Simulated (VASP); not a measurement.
Crystal: SnO.

```xyz
2
Lattice="3.1319 0.0000 0.0000 0.0000 3.1319 0.0000 0.0000 0.0000 3.1319" Properties=species:S:1:pos:R:3 pbc="T T T"
Sn    0.0000    0.0000    0.0000
O     1.5660    1.5660    1.5660
```

The cell was built by a generator and needn't be a form met in nature.

- Program: VASP 6.6.1
- Task: single point
- Functional: PBE
- Potentials or basis: VASP PAW PBE potentials, release 64 (Sn_d, O)
- Cutoff: 520 eV
- k mesh: 9 × 9 × 9
- Occupations: fermi-dirac, width 0.05 eV
- Spin: no spin polarisation

On this cell: pressure 0.0 GPa; largest force zero by symmetry; band gap on the k mesh 0.47 eV, indirect (least direct gap 0.92 eV).

The same run follows on a disturbed copy (atoms moved at random, drawn with an rms of 0.05 Å):

```
Sn O
1.0
     3.13193    0.00000    0.00000
     0.00000    3.13193    0.00000
     0.00000    0.00000    3.13193
Sn O
1 1
Direct
  0.01028 0.99187 0.99583
  0.49555 0.51364 0.50290
```

**Question.** What does the disturbed cell give?

**Answer.** The energy moves by -6.6 meV/atom; pressure 0.0 GPa; largest force 0.305 eV/Å; band gap on the k mesh 0.47 eV, indirect (least direct gap 0.91 eV).

Forces in eV/Å, atoms in the order of the input:
```
Sn   0.166 -0.244 -0.080
O   -0.166  0.244  0.080
```

Stress tensor (GPa, compression positive):
```
 0.03  0.06  0.02
 0.06  0.12 -0.03
 0.02 -0.03 -0.03
```

The energy falls, though the first cell shows no forces: that form is unstable against this distortion, unless noise or another electronic state is at work.

Caveats: spin-orbit coupling is left out, which moves the levels of the heavy elements; an odd mesh through Γ misses points on the zone boundary, where band edges often lie.
